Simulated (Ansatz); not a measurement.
## Molecular dynamics of TiO$_{2}$

Input file:

```yaml
crystal:
  lattice:
    - [6.153577, -1.883468, 0.0]
    - [6.153577, 1.883468, 0.0]
    - [-1.928326, 0.0, 6.328967]
  atoms:
    - { symbol: Ti, position: [0.78993159, 0.81987076, 0.70521019] }
    - { symbol: Ti, position: [0.18366603, -0.0287592, 0.69100807] }
    - { symbol: Ti, position: [0.21675613, 0.08636382, 0.26424007] }
    - { symbol: Ti, position: [0.81383535, 0.94759357, 0.23652022] }
    - { symbol: O, position: [0.06916457, 0.00117374, 0.36728262] }
    - { symbol: O, position: [0.68961138, 0.55585913, 0.66564449] }
    - { symbol: O, position: [0.23433536, 0.0049298, -0.0159553] }
    - { symbol: O, position: [0.91863983, 0.95317774, 0.66719606] }
    - { symbol: O, position: [0.68712993, 0.71970816, 0.34793805] }
    - { symbol: O, position: [0.78488019, 0.96356542, 0.97690165] }
    - { symbol: O, position: [0.26051932, 0.26149475, 0.59193927] }
    - { symbol: O, position: [0.28081153, 0.46150575, 0.24788072] }
basis:
  ecutwfc: 500.0
kpoints:
  mp_grid: { grid: [5, 5, 3] }
hamiltonian:
  xc: r2scan
  dispersion: d3bj
  pseudopotentials: { kind: paw, azcp: { folder: soft_1 } }
scf:
  occupations: { method: fermi_dirac, width: 0.36 }
  lower_state_search: "off"
md:
  timestep: 0.75
  n_steps: 109
  ensemble: nvt_langevin
  temperature: 3360.0
  initial_velocities: maxwell_boltzmann
  seed: 678534
  friction: 0.02
  temperature_schedule:
    - { n_steps: 82, end_temperature: 300.0 }
    - { n_steps: 27, end_temperature: 300.0 }
```

Run as:

```bash
$ ansatz run input.yaml --threads 4 --pin off --max-ram 10240MiB --backend cpu --events-out ev --progress --plain --runs-dir out
```

It goes on from the last frame of an earlier run, with new velocities.

Output, in part (one step line in 2):

```
md step     0: t =     0.00 fs  T =  3080.0 K (target 3360.0 K)  F+E_penalty+E_count = -14582.40168216 eV  E_kin = 4.777450 eV  (15 SCF iters)
md step     2: t =     1.50 fs  T =  3389.2 K (target 3304.0 K)  F+E_penalty+E_count = -14582.18258435 eV  E_kin = 5.257004 eV  (10 SCF iters)
md step     4: t =     3.00 fs  T =  3290.8 K (target 3229.4 K)  F+E_penalty+E_count = -14581.91895062 eV  E_kin = 5.104482 eV  (10 SCF iters)
md step     6: t =     4.50 fs  T =  3054.2 K (target 3154.8 K)  F+E_penalty+E_count = -14581.66876687 eV  E_kin = 4.737497 eV  (7 SCF iters)
md step     8: t =     6.00 fs  T =  3013.5 K (target 3080.1 K)  F+E_penalty+E_count = -14581.44269331 eV  E_kin = 4.674259 eV  (7 SCF iters)
md step    10: t =     7.50 fs  T =  2995.6 K (target 3005.5 K)  F+E_penalty+E_count = -14581.29623241 eV  E_kin = 4.646502 eV  (10 SCF iters)
md step    12: t =     9.00 fs  T =  2867.0 K (target 2930.9 K)  F+E_penalty+E_count = -14581.26457974 eV  E_kin = 4.447136 eV  (8 SCF iters)
md step    14: t =    10.50 fs  T =  3147.1 K (target 2856.2 K)  F+E_penalty+E_count = -14581.38149623 eV  E_kin = 4.881464 eV  (7 SCF iters)
md step    16: t =    12.00 fs  T =  3505.6 K (target 2781.6 K)  F+E_penalty+E_count = -14581.53115455 eV  E_kin = 5.437543 eV  (7 SCF iters)
md step    18: t =    13.50 fs  T =  3226.3 K (target 2707.0 K)  F+E_penalty+E_count = -14581.59644950 eV  E_kin = 5.004315 eV  (7 SCF iters)
md step    20: t =    15.00 fs  T =  3504.6 K (target 2632.3 K)  F+E_penalty+E_count = -14581.56257031 eV  E_kin = 5.436014 eV  (11 SCF iters)
md step    22: t =    16.50 fs  T =  3456.3 K (target 2557.7 K)  F+E_penalty+E_count = -14581.52791911 eV  E_kin = 5.361186 eV  (7 SCF iters)
md step    24: t =    18.00 fs  T =  3306.2 K (target 2483.0 K)  F+E_penalty+E_count = -14581.47464602 eV  E_kin = 5.128318 eV  (8 SCF iters)
md step    26: t =    19.50 fs  T =  3650.5 K (target 2408.4 K)  F+E_penalty+E_count = -14581.46553064 eV  E_kin = 5.662406 eV  (7 SCF iters)
md step    28: t =    21.00 fs  T =  3694.0 K (target 2333.8 K)  F+E_penalty+E_count = -14581.51268794 eV  E_kin = 5.729899 eV  (8 SCF iters)
md step    30: t =    22.50 fs  T =  3167.9 K (target 2259.1 K)  F+E_penalty+E_count = -14581.64009669 eV  E_kin = 4.913802 eV  (11 SCF iters)
md step    32: t =    24.00 fs  T =  2824.4 K (target 2184.5 K)  F+E_penalty+E_count = -14581.79963303 eV  E_kin = 4.380935 eV  (8 SCF iters)
md step    34: t =    25.50 fs  T =  3194.5 K (target 2109.9 K)  F+E_penalty+E_count = -14581.92494620 eV  E_kin = 4.954995 eV  (8 SCF iters)
md step    36: t =    27.00 fs  T =  3313.8 K (target 2035.2 K)  F+E_penalty+E_count = -14582.04739270 eV  E_kin = 5.140170 eV  (8 SCF iters)
md step    38: t =    28.50 fs  T =  2905.8 K (target 1960.6 K)  F+E_penalty+E_count = -14582.14726260 eV  E_kin = 4.507306 eV  (8 SCF iters)
md step    40: t =    30.00 fs  T =  3159.0 K (target 1886.0 K)  F+E_penalty+E_count = -14582.21035444 eV  E_kin = 4.900020 eV  (11 SCF iters)
md step    42: t =    31.50 fs  T =  3121.4 K (target 1811.3 K)  F+E_penalty+E_count = -14582.20186036 eV  E_kin = 4.841638 eV  (7 SCF iters)
md step    44: t =    33.00 fs  T =  2819.9 K (target 1736.7 K)  F+E_penalty+E_count = -14582.14506733 eV  E_kin = 4.374065 eV  (7 SCF iters)
md step    46: t =    34.50 fs  T =  2645.3 K (target 1662.1 K)  F+E_penalty+E_count = -14582.06270791 eV  E_kin = 4.103217 eV  (7 SCF iters)
md step    48: t =    36.00 fs  T =  2491.5 K (target 1587.4 K)  F+E_penalty+E_count = -14582.01753278 eV  E_kin = 3.864629 eV  (7 SCF iters)
md step    50: t =    37.50 fs  T =  2529.8 K (target 1512.8 K)  F+E_penalty+E_count = -14581.97567164 eV  E_kin = 3.923993 eV  (10 SCF iters)
md step    52: t =    39.00 fs  T =  2333.3 K (target 1438.2 K)  F+E_penalty+E_count = -14581.98820545 eV  E_kin = 3.619255 eV  (7 SCF iters)
md step    54: t =    40.50 fs  T =  2222.3 K (target 1363.5 K)  F+E_penalty+E_count = -14582.00745103 eV  E_kin = 3.447030 eV  (7 SCF iters)
md step    56: t =    42.00 fs  T =  2015.8 K (target 1288.9 K)  F+E_penalty+E_count = -14582.02152083 eV  E_kin = 3.126763 eV  (7 SCF iters)
md step    58: t =    43.50 fs  T =  1700.0 K (target 1214.3 K)  F+E_penalty+E_count = -14582.03003624 eV  E_kin = 2.636974 eV  (8 SCF iters)
md step    60: t =    45.00 fs  T =  1752.2 K (target 1139.6 K)  F+E_penalty+E_count = -14582.03630749 eV  E_kin = 2.717905 eV  (10 SCF iters)
md step    62: t =    46.50 fs  T =  1532.3 K (target 1065.0 K)  F+E_penalty+E_count = -14582.00243408 eV  E_kin = 2.376757 eV  (7 SCF iters)
md step    64: t =    48.00 fs  T =  1306.7 K (target 990.4 K)  F+E_penalty+E_count = -14581.93973025 eV  E_kin = 2.026877 eV  (7 SCF iters)
md step    66: t =    49.50 fs  T =  1255.3 K (target 915.7 K)  F+E_penalty+E_count = -14581.88614595 eV  E_kin = 1.947095 eV  (7 SCF iters)
md step    68: t =    51.00 fs  T =  1306.5 K (target 841.1 K)  F+E_penalty+E_count = -14581.89419030 eV  E_kin = 2.026539 eV  (7 SCF iters)
md step    70: t =    52.50 fs  T =  1411.8 K (target 766.5 K)  F+E_penalty+E_count = -14582.02065979 eV  E_kin = 2.189912 eV  (10 SCF iters)
md step    72: t =    54.00 fs  T =  1495.9 K (target 691.8 K)  F+E_penalty+E_count = -14582.30196772 eV  E_kin = 2.320390 eV  (7 SCF iters)
md step    74: t =    55.50 fs  T =  1666.9 K (target 617.2 K)  F+E_penalty+E_count = -14582.69860312 eV  E_kin = 2.585624 eV  (7 SCF iters)
md step    76: t =    57.00 fs  T =  1799.5 K (target 542.6 K)  F+E_penalty+E_count = -14583.11701416 eV  E_kin = 2.791184 eV  (7 SCF iters)
md step    78: t =    58.50 fs  T =  2016.8 K (target 467.9 K)  F+E_penalty+E_count = -14583.53454956 eV  E_kin = 3.128244 eV  (6 SCF iters)
md step    80: t =    60.00 fs  T =  2110.8 K (target 393.3 K)  F+E_penalty+E_count = -14583.89107006 eV  E_kin = 3.274055 eV  (10 SCF iters)
md step    82: t =    61.50 fs  T =  2207.3 K (target 318.7 K)  F+E_penalty+E_count = -14584.18359386 eV  E_kin = 3.423746 eV  (6 SCF iters)
md step    84: t =    63.00 fs  T =  2342.7 K (target 300.0 K)  F+E_penalty+E_count = -14584.41196288 eV  E_kin = 3.633758 eV  (5 SCF iters)
md step    86: t =    64.50 fs  T =  2411.1 K (target 300.0 K)  F+E_penalty+E_count = -14584.58837430 eV  E_kin = 3.739967 eV  (6 SCF iters)
md step    88: t =    66.00 fs  T =  2349.0 K (target 300.0 K)  F+E_penalty+E_count = -14584.70554641 eV  E_kin = 3.643626 eV  (7 SCF iters)
md step    90: t =    67.50 fs  T =  2378.8 K (target 300.0 K)  F+E_penalty+E_count = -14584.77150521 eV  E_kin = 3.689748 eV  (10 SCF iters)
md step    92: t =    69.00 fs  T =  2290.8 K (target 300.0 K)  F+E_penalty+E_count = -14584.80438737 eV  E_kin = 3.553238 eV  (6 SCF iters)
md step    94: t =    70.50 fs  T =  2173.8 K (target 300.0 K)  F+E_penalty+E_count = -14584.81238575 eV  E_kin = 3.371759 eV  (6 SCF iters)
md step    96: t =    72.00 fs  T =  2098.1 K (target 300.0 K)  F+E_penalty+E_count = -14584.80052452 eV  E_kin = 3.254407 eV  (6 SCF iters)
md step    98: t =    73.50 fs  T =  2051.1 K (target 300.0 K)  F+E_penalty+E_count = -14584.76482361 eV  E_kin = 3.181454 eV  (6 SCF iters)
md step   100: t =    75.00 fs  T =  1894.7 K (target 300.0 K)  F+E_penalty+E_count = -14584.71459971 eV  E_kin = 2.938840 eV  (10 SCF iters)
md step   102: t =    76.50 fs  T =  1873.9 K (target 300.0 K)  F+E_penalty+E_count = -14584.66250048 eV  E_kin = 2.906575 eV  (6 SCF iters)
md step   104: t =    78.00 fs  T =  1765.5 K (target 300.0 K)  F+E_penalty+E_count = -14584.62277384 eV  E_kin = 2.738456 eV  (6 SCF iters)
md step   106: t =    79.50 fs  T =  1703.9 K (target 300.0 K)  F+E_penalty+E_count = -14584.60391403 eV  E_kin = 2.642877 eV  (5 SCF iters)
md step   108: t =    81.00 fs  T =  1596.0 K (target 300.0 K)  F+E_penalty+E_count = -14584.59642224 eV  E_kin = 2.475515 eV  (6 SCF iters)
md step   109: t =    81.75 fs  T =  1542.8 K (target 300.0 K)  F+E_penalty+E_count = -14584.59628455 eV  E_kin = 2.393129 eV  (10 SCF iters)
```

All steps were run. The schedule's set-point averaged 556 K over the second half and the system 1867 K, so it lags behind the ramp. A run of 0.082 ps of so small a system gives no equilibrium averages.

Mean squared displacements from the first frame to the last, about the centre of mass: Ti 0.11 Å², O 0.18 Å².

Last frame:

```xyz
12
Lattice="6.1536 -1.8835 0.0000 6.1536 1.8835 0.0000 -1.9283 0.0000 6.3290" Properties=species:S:1:pos:R:3
Ti 8.427 0.097 4.510
Ti -0.326 0.017 4.549
Ti 1.669 0.275 1.818
Ti 10.488 0.095 1.693
O -0.083 0.170 2.313
O 6.496 -0.011 4.303
O 1.163 0.315 0.081
O 10.318 0.103 4.190
O 8.300 0.301 2.158
O 8.498 0.040 6.281
O 1.834 -0.068 4.228
O 3.901 0.271 1.636
```

Time of the run: 28 min on 4 threads of Arm Neoverse V2, on a shared host, peak memory 1.5 GiB.
